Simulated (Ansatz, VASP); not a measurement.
## Two plane-wave programs on CuI

```xyz
2
Lattice="0.0000 3.0120 3.0120 3.0120 0.0000 3.0120 3.0120 3.0120 0.0000" Properties=species:S:1:pos:R:3 pbc="T T T"
Cu    0.0000    0.0000    0.0000
I     1.5060    1.5060    1.5060
```

The cell was built by a generator and needn't be a form met in nature.

Alike in both runs: task single point; functional r2SCAN; k mesh 6 × 6 × 6; no spin polarisation.

|  | VASP | Ansatz |
| --- | --- | --- |
| version | VASP 6.6.1 | Ansatz 0.2.0 |
| potentials or method | VASP PAW PBE potentials, release 64 (Cu, I) | plane waves, PAW |
| plane-wave cutoff (eV) | 520 | 500 |
| occupations | gaussian, width 0.01 eV | fixed |
| valence electrons in the cell | 18 | 36 |

```csv
,VASP,Ansatz,Ansatz less VASP
gap on the k mesh at the Fermi level (eV),1.67,1.67,-0.005
pressure (GPa),-0.1,0.0,+0.04
```

The two sets of potentials don't hold the same shells in valence.

Caveats: the PAW data sets were made with another functional, which shifts forces and pressure a little (VASP); spin-orbit coupling is left out, which moves the levels of the heavy elements. r2SCAN opens gaps a little over a GGA but as a rule still falls short of measured ones.
